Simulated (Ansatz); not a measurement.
Tantalum (hcp) across density functionals

All rows: Ansatz, plane waves with scalar-relativistic PAW, 420 eV (500 eV for the SCAN forms), relaxed under each functional, no dispersion correction, no zero-point motion. B₀ comes from uniform scaling at fixed shape; a dash is a value not given.

```json
{"functional": "PBE", "V (Å³/atom)": "18.74", "cell": "a = 2.899 Å, c = 5.151 Å (c/a = 1.777)", "B₀ (GPa)": "189", "magnetic state": "spin not included", "ΔE to bcc (meV/atom)": "281"}
{"functional": "r²SCAN", "V (Å³/atom)": "18.49", "cell": "a = 2.886 Å, c = 5.128 Å (c/a = 1.777)", "B₀ (GPa)": "198", "magnetic state": "spin not included", "ΔE to bcc (meV/atom)": "305"}
{"functional": "PBEsol", "V (Å³/atom)": "18.12", "cell": "a = 2.863 Å, c = 5.103 Å (c/a = 1.782)", "B₀ (GPa)": "201", "magnetic state": "spin not included", "ΔE to bcc (meV/atom)": "296"}
{"functional": "LDA", "V (Å³/atom)": "17.67", "cell": "a = 2.836 Å, c = 5.076 Å (c/a = 1.790)", "B₀ (GPa)": "209", "magnetic state": "spin not included", "ΔE to bcc (meV/atom)": "306"}
{"functional": "revPBE", "V (Å³/atom)": "18.98", "cell": "a = 2.912 Å, c = 5.169 Å (c/a = 1.775)", "B₀ (GPa)": "184", "magnetic state": "spin not included", "ΔE to bcc (meV/atom)": "275"}
{"functional": "RPBE", "V (Å³/atom)": "19.07", "cell": "a = 2.917 Å, c = 5.175 Å (c/a = 1.774)", "B₀ (GPa)": "183", "magnetic state": "spin not included", "ΔE to bcc (meV/atom)": "274"}
{"functional": "BLYP", "V (Å³/atom)": "19.36", "cell": "a = 2.918 Å, c = 5.252 Å (c/a = 1.800)", "B₀ (GPa)": "174", "magnetic state": "spin not included", "ΔE to bcc (meV/atom)": "252"}
```

LDA gives the smallest volume and BLYP the largest.
